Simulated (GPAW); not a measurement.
The system is Os.

```
Os
1.0
     2.73410    0.00000    0.00000
    -1.36705    2.36780    0.00000
     0.00000    0.00000    4.31970
Os
2
Cartesian
  1.3671 0.7893 3.2398
  0.0000 1.5785 1.0799
```

- Program: GPAW 26.7.0
- Task: relaxation of cell and atoms
- Functional: PBE
- Dispersion: D3M(BJ)
- Potentials or basis: GPAW PAW data sets (gpaw-data 1.2.1)
- Cutoff: 600 eV
- Basis: pw
- k mesh: 8 × 8 × 5
- Occupations: fermi-dirac, width 0.05 eV
- Spin: no spin polarisation

At the start: pressure -22.8 GPa; volume 13.98 Å³/atom.

Q: Where does the relaxation end?

A: Over 5 steps the energy falls by 53.6 meV/atom and the volume is 13.27 Å³/atom (-5.1 %); space group P6_3/mmc (No. 194, to 0.05 Å).

Step by step:
| step | energy change (eV) | largest force (eV/Å) | pressure (GPa) | volume (Å³) |
| --- | --- | --- | --- | --- |
| 1 | 0.0000 | 0.0000 | -22.77 | 27.96 |
| 2 | -0.1029 | 0.0000 | -4.79 | 26.80 |
| 3 | -0.1071 | 0.0000 | 0.37 | 26.51 |
| 4 | -0.1072 | 0.0000 | 0.05 | 26.53 |
| 5 | -0.1072 | 0.0000 | -0.03 | 26.53 |

Final structure:
```cif
data_structure
_symmetry_space_group_name_H-M 'P 1'
_symmetry_Int_Tables_number 1
_cell_length_a 2.6835
_cell_length_b 2.6835
_cell_length_c 4.2542
_cell_angle_alpha 90.000
_cell_angle_beta 90.000
_cell_angle_gamma 120.000
_cell_volume 26.53
loop_
_atom_site_label
_atom_site_type_symbol
_atom_site_fract_x
_atom_site_fract_y
_atom_site_fract_z
_atom_site_occupancy
Os1 Os 0.66667 0.33333 0.75000 1
Os2 Os 0.33333 0.66667 0.25000 1
```

Caveat: later steps reuse the first step's grids; pairwise dispersion overbinds metals, which lowers pressure and volume.
